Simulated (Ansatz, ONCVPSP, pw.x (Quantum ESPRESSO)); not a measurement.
# What a changed setting does to a pw.x run (fcc W)

Potential: optimised norm-conserving Vanderbilt (ONCV), ONCVPSP 4.0.1.1 (patched build), PBE; core [Kr] 4d10 4f14, reference 5s2 5p6 5d4 6s1.5 6p0.5; waves: 5s+6s: rc 1.85 bohr, ncon 5, nbas 8, qcut 6 1/bohr, 2 projectors; 5p+6p: rc 2.25 bohr, ncon 5, nbas 8, qcut 5.9 1/bohr, 2 projectors; 5d: rc 2.35 bohr, ncon 3, nbas 7, qcut 6.8 1/bohr, 2 projectors, debl 3.1 Ha; local part: polynomial inside 1.65 bohr (lpopt 5, dvloc0 -1 Ha); core correction: none.

The reference run (k-mesh 14³, cutoffs 100/400 Ry, Fermi–Dirac 0.01 Ry, mixing_beta 0.4, conv_thr 1e-9, no spin) gives -2.72 GPa at 16.478 Å³/atom, where all-electron LAPW gives -0.06 GPa. This run, with its own iteration cap, changes nspin = 2 with starting_magnetization to 0.2.

```
&control
  calculation='scf', prefix='x', pseudo_dir='./', outdir='./tmp', tstress=.true., disk_io='none'
/
&system
  ibrav=0, nat=1, ntyp=1, ecutwfc=100, ecutrho=400, nbnd=15,
  occupations='smearing', smearing='fd', degauss=0.01, nspin=2, starting_magnetization(1)=0.2
/
&electrons
  conv_thr=1e-09, mixing_beta=0.4, electron_maxstep=60
/
ATOMIC_SPECIES
W 1.0 W.UPF
CELL_PARAMETERS angstrom
  0.00000000 2.01972156 2.01972156
  2.01972156 0.00000000 2.01972156
  2.01972156 2.01972156 0.00000000
ATOMIC_POSITIONS crystal
W 0.0000 0.0000 0.0000
K_POINTS automatic
14 14 14 0 0 0
```

```bash
pw.x < W.scf.in > W.scf.out
```

Problem. How does the run end?

Solution. It converges in 9 iterations; the free energy moves by +0.0 meV/atom and the pressure by +0.00 GPa. The result is that of the reference run.

```
Message from routine setup:
     using ibrav=0 with symmetry is DISCOURAGED, use correct ibrav instead
     lattice parameter (alat)  =       5.3977  a.u.
     unit-cell volume          =     111.1991 (a.u.)^3
     number of electrons       =        14.00
     number of Kohn-Sham states=           15
     kinetic-energy cutoff     =     100.0000  Ry
     charge density cutoff     =     400.0000  Ry
     scf convergence threshold =      1.0E-09
     Exchange-correlation= PBE
     atomic species   magnetization
     number of k points=   104  Fermi-Dirac smearing, width (Ry)=  0.0100
     iteration #  1     ecut=   100.00 Ry     beta= 0.40
     total energy              =    -137.38930644 Ry
     estimated scf accuracy    <       0.10061206 Ry
     total magnetization       =     0.75 Bohr mag/cell
     absolute magnetization    =     0.75 Bohr mag/cell
     iteration #  2     ecut=   100.00 Ry     beta= 0.40
     total energy              =    -137.41511341 Ry
     estimated scf accuracy    <       0.02779515 Ry
     total magnetization       =     0.59 Bohr mag/cell
     absolute magnetization    =     0.59 Bohr mag/cell
     iteration #  3     ecut=   100.00 Ry     beta= 0.40
     total energy              =    -137.42352029 Ry
     estimated scf accuracy    <       0.00329758 Ry
     total magnetization       =     0.34 Bohr mag/cell
     absolute magnetization    =     0.34 Bohr mag/cell
     [... 3 iterations left out ...]
     iteration #  7     ecut=   100.00 Ry     beta= 0.40
     total energy              =    -137.42599607 Ry
     estimated scf accuracy    <       0.00000018 Ry
     total magnetization       =     0.00 Bohr mag/cell
     absolute magnetization    =     0.00 Bohr mag/cell
     iteration #  8     ecut=   100.00 Ry     beta= 0.40
     total energy              =    -137.42599633 Ry
     estimated scf accuracy    <          6.7E-09 Ry
     total magnetization       =     0.00 Bohr mag/cell
     absolute magnetization    =     0.00 Bohr mag/cell
     iteration #  9     ecut=   100.00 Ry     beta= 0.40
     the Fermi energy is    20.9762 ev
!    total energy              =    -137.42599635 Ry
     estimated scf accuracy    <          1.1E-10 Ry
     smearing contrib. (-TS)   =      -0.00527482 Ry
     The total energy is F=E-TS. E is the sum of the following terms:
     one-electron contribution =     -21.65844890 Ry
     hartree contribution      =      17.24607927 Ry
     xc contribution           =     -15.28517257 Ry
     ewald contribution        =    -117.72317934 Ry
     total magnetization       =    -0.00 Bohr mag/cell
     absolute magnetization    =     0.00 Bohr mag/cell
     convergence has been achieved in   9 iterations
          total   stress  (Ry/bohr**3)                   (kbar)     P=      -27.19
     Message from routine punch:
     Nothing written, as per user request (disk_io='none')
```

The run took about 2.6 min on one core of a shared host (Neoverse-N1, 64 threads, 124 GiB, load 46).
